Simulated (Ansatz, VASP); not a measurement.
## CsBr: VASP beside Ansatz

```
CELL_PARAMETERS angstrom
4.35627 0.00000 0.00000
0.00000 4.35627 0.00000
0.00000 0.00000 4.35627
ATOMIC_POSITIONS crystal
Cs 0.00000 0.00000 0.00000
Br 0.50000 0.50000 0.50000
```

Change from the starting cell: volume scaled by 1.05, crystal datasets.

Alike in both runs: task electric field gradients; functional PBE; k mesh 6 × 6 × 6; occupations fermi-dirac, width 0.03 eV; no spin polarisation.

```csv
,VASP,Ansatz
version,VASP 6.6.1,Ansatz 0.2.0
potentials or method,"VASP PAW PBE potentials, release 64 (Cs_sv, Br), cutoff 520 eV","all-electron PAW with datasets made for the crystal, scalar-relativistic"
```

Ansatz gave:

| Quantity | Value |
| --- | --- |
| gap on the k mesh at the Fermi level (eV) | 4.34 |
| pressure (GPa) | 0.3 |
| Vzz of the field gradient on the site that differs most (V/Å²) | 0.0 |

Task: Estimate VASP's values.

Result: gap on the k mesh at the Fermi level (eV): 4.33; pressure (GPa): 0.3; Vzz of the field gradient on the site that differs most (V/Å²): 0.0.

Ansatz ran all-electron here, so the differences hold the error of VASP's frozen core and of both bases. Ansatz warned: «gradients_without_spin_orbit».

Caveats: spin-orbit coupling is left out, which moves the levels of the heavy elements. A k mesh can miss the band edges.
